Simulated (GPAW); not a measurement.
Crystal: SnTe.

```
CELL_PARAMETERS angstrom
0.00000 3.15085 3.15085
3.15085 0.00000 3.15085
3.15085 3.15085 0.00000
ATOMIC_POSITIONS crystal
Te 0.50000 0.50000 0.50000
Sn 0.00000 0.00000 0.00000
```

Base run:

| Item | Value |
| --- | --- |
| Program | GPAW 26.7.0 |
| Functional | RPBE |
| Potentials or basis | the program's PAW data sets (release 1.2.1) made for this functional |
| Cutoff | 600 eV |
| Basis | pw |
| k mesh | 7 × 7 × 7 |
| Occupations | fermi-dirac, width 0.05 eV |
| Spin | no spin polarisation |

Its results: pressure 3.4 GPa.

Problem. The run is repeated on the same cell with these changes: functional from RPBE to LDA; band points from 60 to 100. What comes out?

Solution. Pressure -1.8 GPa.
